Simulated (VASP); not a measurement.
The system is Au.

```
Au
1.0
     0.00000    2.03500    2.03500
     2.03500    0.00000    2.03500
     2.03500    2.03500    0.00000
Au
1
Direct
  0.00000 0.00000 0.00000
```

Base run:

- Program: VASP 6.6.1
- Functional: r2SCAN
- Potentials or basis: VASP PAW PBE potentials, release 64 (Au)
- Cutoff: 520 eV
- k mesh: 8 × 8 × 8
- Occupations: fermi-dirac, width 0.05 eV
- Spin: spin-orbit coupling, no magnetisation

Its results: pressure 7.1 GPa.

Q: The run is repeated on the same cell with these changes: functional from r2SCAN to SCAN; further incar settings from ALGO = Normal; EDIFF = 1e-06; NBANDS = 22 to ALGO = Normal; EDIFF = 1e-07; NBANDS = 22. What comes out?

A: Pressure 2.2 GPa.

Caveats: the PAW data sets were made with another functional, which shifts forces and pressure a little.
